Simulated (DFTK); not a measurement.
**NaI under changes of volume**

One of the cells (33.899 Å³/atom); the others are scaled copies at fixed shape and fractional positions:

```
I Na
1.0
     0.00000    3.23640    3.23640
     3.23640    0.00000    3.23640
     3.23640    3.23640    0.00000
I Na
1 1
Direct
  0.50000 0.50000 0.50000
  0.00000 0.00000 0.00000
```

```yaml
Program: DFTK 0.8.2
Functional: PBEsol
Potentials_or_basis: dojo.nc.sr.pbesol.v0_4_1.standard.upf (PBEsol)
Cutoff: 1197 eV
k_mesh: 7 × 7 × 7
Occupations: fermi-dirac, width 0.05 eV
Spin: no spin polarisation
```

| volume (Å³/atom) | energy over the lowest point (meV/atom) | pressure (GPa) | gap on the mesh (eV) |
| --- | --- | --- | --- |
| 31.865 | ? | ? | ? |
| 32.543 | 0.00 | 0.1 | 3.61 |
| 33.221 | 0.16 | -0.2 | 3.56 |
| 33.899 | 1.72 | -0.5 | 3.51 |
| 34.577 | 4.52 | -0.8 | 3.46 |
| 35.255 | 8.46 | -1.0 | 3.41 |
| 35.933 | 13.32 | -1.3 | 3.37 |

Task: What does the run at 31.865 Å³/atom give?

Result: Energy over the lowest point 1.43 meV/atom; pressure 0.5 GPa; gap on the mesh 3.67 eV.

Worked out: A Birch-Murnaghan fit of order 3 (a polynomial in V^(-2/3)) to the other rows has its minimum at 32.81 Å³/atom with B0 = V·E''(V) = 17.4 GPa and B' = 5.1. It gives 1.46 meV/atom at 31.865 Å³/atom, against the run's 1.43, and -dE/dV = 0.5 GPa, against 0.5. A straight line through the other rows of the gap, of slope -2.45 eV per unit of ln V (its deformation potential), extrapolates to 3.66 eV, against the run's 3.67.

Energies are extrapolated to zero smearing.

Caveats: spin-orbit coupling is left out, which moves the levels of the heavy elements.
